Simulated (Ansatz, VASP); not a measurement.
InSb: VASP beside Ansatz

Contents of POSCAR:

```
InSb
1.0
    0.0000000000      2.9799720000      3.2391000000
    2.9799720000      0.0000000000      3.2391000000
    2.9799720000      2.9799720000      0.0000000000
In Sb
1 1
Direct
    0.0000000000      0.0000000000      0.0000000000
    0.7500000000      0.7500000000      0.7500000000
```

Contents of INCAR.step1:

```
PREC = Accurate
ENCUT = 520
ISMEAR = 0
SIGMA = 0.03
LREAL = False
LASPH = True
NELM = 100
NBANDS = 16
GGA = PE
ALGO = Normal
EDIFF = 1E-4
LWAVE = True
LCHARG = False
```

File INCAR.step2:

```
PREC = Accurate
ENCUT = 520
EDIFF = 1E-6
ISMEAR = 0
SIGMA = 0.03
LREAL = False
LASPH = True
NELM = 100
ALGO = Normal
ISIF = 2
LWAVE = False
LCHARG = False
METAGGA = R2SCAN
LMIXTAU = True
NBANDS = 16
ISTART = 1
```

Contents of KPOINTS:

```
regular mesh
0
Gamma
  10 10 10
```

Input for Ansatz:

```yaml
crystal:
  lattice:
    - [0.0, 2.979972, 3.2391]
    - [2.979972, 0.0, 3.2391]
    - [2.979972, 2.979972, 0.0]
  atoms:
    - { symbol: In, position: [0.0, 0.0, 0.0] }
    - { symbol: Sb, position: [0.75, 0.75, 0.75] }
basis:
  ecutwfc: 500
kpoints:
  mp_grid: { grid: [10, 10, 10] }
hamiltonian:
  xc: r2scan
scf:
  occupations: { method: gaussian, width: 0.03 }
output:
  forces: true
  stress: true
  eigenvalues: true
```

Change from the starting cell: strain -0.080 along x and y, +0.000 along z, atoms carried along.

Alike in both runs: task single point; functional r2SCAN; k mesh 10 × 10 × 10; occupations gaussian, width 0.03 eV; no spin polarisation.

```csv
,VASP,Ansatz
version,VASP 6.6.1,Ansatz 0.2.0
potentials or method,"VASP PAW PBE potentials, release 64 (In_d, Sb)","scalar-relativistic, plane waves, PAW"
plane-wave cutoff (eV),520,500
valence electrons in the cell,18,28
```

|  | VASP | Ansatz | Ansatz less VASP |
| --- | --- | --- | --- |
| gap on the k mesh at the Fermi level (eV) | 0.75 | 0.77 | +0.019 |
| least direct gap on the mesh (eV) | 1.07 | 1.06 | -0.009 |
| pressure (GPa) | 14.1 | 14.0 | -0.01 |
| largest component of the traceless stress (GPa) | 1.70 | 1.68 | -0.014 |

The two sets of potentials don't hold the same shells in valence.

Caveats: the PAW data sets were made with another functional, which shifts forces and pressure a little (VASP); spin-orbit coupling is left out, which moves the levels of the heavy elements. A k mesh can miss the band edges.
